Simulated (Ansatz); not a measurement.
# MnO: frozen-core PAW against all-electron methods

```
CELL_PARAMETERS angstrom
-0.06666 2.18867 2.18867
2.18867 -0.06666 2.18867
2.18867 2.18867 -0.06666
ATOMIC_POSITIONS crystal
Mn 0.00000 0.00000 0.00000
O 0.50000 0.50000 0.50000
```

Atoms are numbered in the order listed.

The cell is COD entry 1514105, as deposited and not checked against the literature; nothing was relaxed. The listed cell was then made from it by scaling, straining or moving an atom.

Semilocal functionals without U often leave such compounds metallic or with too small a gap, and the real magnetic order may differ.

Other magnetic orders may lie lower; this is the state that the run reached.

Levels of theory: DFT, PBE, PAW with Ansatz's default frozen-core files, scalar-relativistic (Ansatz 0.2.0); DFT, PBE, all-electron LAPW, scalar-relativistic (Ansatz 0.2.0).

For PAW: a Γ-centred 16×16×16 k mesh, Fermi–Dirac smearing of 0.05 eV, cutoff 420 eV, spin-polarised from start moments Mn1 4 μB. LAPW targets a basis error of 0.25 meV/atom. The Ansatz runs share mesh, smearing and spin set-up. Plane-wave (PAW) pressures include the program's estimate of the Pulay term.

Stress and pressure are positive in compression.

The change that made this cell: equal xy, yz and zx engineering shear strains of -3 %.

PAW results:

```json
{"quantity": "pressure (GPa)", "PAW": "-0.18"}
{"quantity": "stress yz (GPa)", "PAW": "1.86"}
{"quantity": "stress xz (GPa)", "PAW": "1.86"}
{"quantity": "stress xy (GPa)", "PAW": "1.86"}
{"quantity": "moment of the cell (μB)", "PAW": "4.759"}
```

Problem. What does all-electron LAPW give for the same quantities?

Solution. 
```
               quantity   LAPW
         pressure (GPa)  -0.16
        stress yz (GPa)   1.86
        stress xz (GPa)   1.86
        stress xy (GPa)   1.86
moment of the cell (μB)  4.760
```
